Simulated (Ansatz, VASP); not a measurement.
**One calculation of Mn, two programs**

POSCAR

```
Mn
1.0
    0.0000000000      1.9292610051      1.9292610051
    1.9292610051      0.0000000000      1.9292610051
    1.9292610051      1.9292610051      0.0000000000
Mn
1
Direct
    0.0000000000      0.0000000000      0.0000000000
```

INCAR.step1

```
ALGO = Normal
EDIFF = 1E-4
ENCUT = 520
GGA = PE
ISMEAR = 0
ISPIN = 2
LASPH = T
LCHARG = F
LMAXMIX = 4
LREAL = F
LWAVE = T
MAGMOM = 4
NBANDS = 16
NELM = 150
PREC = Accurate
SIGMA = 0.1
```

The input INCAR.step2:

```
ALGO = Normal
EDIFF = 1E-7
ENCUT = 520
ISIF = 2
ISMEAR = 0
ISPIN = 2
ISTART = 1
LASPH = T
LCHARG = F
LMAXMIX = 4
LMIXTAU = T
LORBIT = 11
LREAL = F
LWAVE = F
MAGMOM = 4
METAGGA = R2SCAN
NBANDS = 16
NELM = 150
PREC = Accurate
SIGMA = 0.1
```

The input KPOINTS:

```
k-points
0
Gamma
  8 8 8
```

Input for Ansatz:

```yaml
crystal:
  lattice:
    - [0.0, 1.9292610051, 1.9292610051]
    - [1.9292610051, 0.0, 1.9292610051]
    - [1.9292610051, 1.9292610051, 0.0]
  atoms:
    - { symbol: Mn, position: [0.0, 0.0, 0.0], spin: 4.0 }
basis:
  ecutwfc: 500
kpoints:
  mp_grid: { grid: [8, 8, 8] }
hamiltonian:
  xc: r2scan
scf:
  occupations: { method: gaussian, width: 0.1 }
  lower_state_search: "off"
output:
  forces: true
  stress: true
  eigenvalues: true
  populations: true
magnetization:
  spin_polarized: true
```

Alike in both runs: task single point; functional r2SCAN; k mesh 8 × 8 × 8; occupations gaussian, width 0.1 eV; collinear spin.

|  | VASP | Ansatz |
| --- | --- | --- |
| version | VASP 6.6.1 | Ansatz 0.2.0 |
| potentials or method | VASP PAW PBE potentials, release 64 (Mn_pv) | scalar-relativistic, plane waves, PAW |
| plane-wave cutoff (eV) | 520 | 500 |
| valence electrons in the cell | 13 | 15 |

Ansatz gave:

| Item | Value |
| --- | --- |
| gap on the k mesh at the Fermi level (eV) | none |
| pressure (GPa) | 6.0 |
| net moment per atom (μB) | 3.70 |
| size of the moment on the site where the two differ most (μB) | 3.66 |

Question: Which values does VASP return?

Answer: gap on the k mesh at the Fermi level (eV): none; pressure (GPa): 6.0; net moment per atom (μB): 3.70; size of the moment on the site where the two differ most (μB): 3.63.

Site moments also hang on the region over which each program counts them. A gap of «none» marks a metal or a gap that the smearing closes. With one functional, cell and mesh, what is left measures potentials, basis and numerics. The two sets of potentials don't hold the same shells in valence. Ansatz warned: «stability_check_not_made».

Caveats: the PAW data sets were made with another functional, which shifts forces and pressure a little (VASP).
